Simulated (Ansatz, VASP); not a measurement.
Pd in VASP and in Ansatz

File INCAR:

```
SYSTEM = Pd
ALGO = Fast ; EDIFF = 1E-7
ENCUT = 520 ; GGA = CA
ISIF = 2 ; ISMEAR = -1
LASPH = .TRUE. ; LCHARG = .TRUE.
LELF = .TRUE. ; LREAL = .FALSE.
LVHAR = .TRUE. ; LWAVE = .FALSE.
NBANDS = 11 ; NELM = 100
PREC = Accurate ; SIGMA = 0.05
```

The input KPOINTS:

```
k-points
0
G
  12 12 12
  0 0 0
```

POSCAR

```
Pd
1.0
    0.0000000000      1.9334358480      1.9334358480
    1.9334358480      0.0000000000      1.9334358480
    1.9334358480      1.9334358480      0.0000000000
Pd
1
Direct
    0.0000000000      0.0000000000      0.0000000000
```

input.yaml

```yaml
crystal:
  lattice:
    - [0.0, 1.933435848, 1.933435848]
    - [1.933435848, 0.0, 1.933435848]
    - [1.933435848, 1.933435848, 0.0]
  atoms:
    - { symbol: Pd, position: [0.0, 0.0, 0.0] }
kpoints:
  mp_grid: { grid: [12, 12, 12] }
scf:
  occupations: { method: fermi_dirac, width: 0.05 }
hamiltonian:
  xc: lda
  pseudopotentials: { kind: all_electron, lapw: { basis_error: 0.001 } }
output:
  forces: true
  stress: true
  eigenvalues: true
```

Change from the starting cell: volume scaled by 0.98.

Alike in both runs: task single point; functional LDA; k mesh 12 × 12 × 12; occupations fermi-dirac, width 0.05 eV; no spin polarisation.

```csv
,VASP,Ansatz
version,VASP 6.6.1,Ansatz 0.2.0
potentials or method,"VASP PAW LDA potentials, release 64 (Pd)","all-electron LAPW, scalar-relativistic"
plane-wave cutoff (eV),520,see its input
```

Ansatz gave:

- gap on the k mesh at the Fermi level (eV): none
- pressure (GPa): -4.9

**Question.** Which values does VASP return?

**Answer.** gap on the k mesh at the Fermi level (eV): none; pressure (GPa): -4.6.

A gap of «none» marks a metal or a gap that the smearing closes. Ansatz ran all-electron here, so the differences hold the error of VASP's frozen core and of both bases.
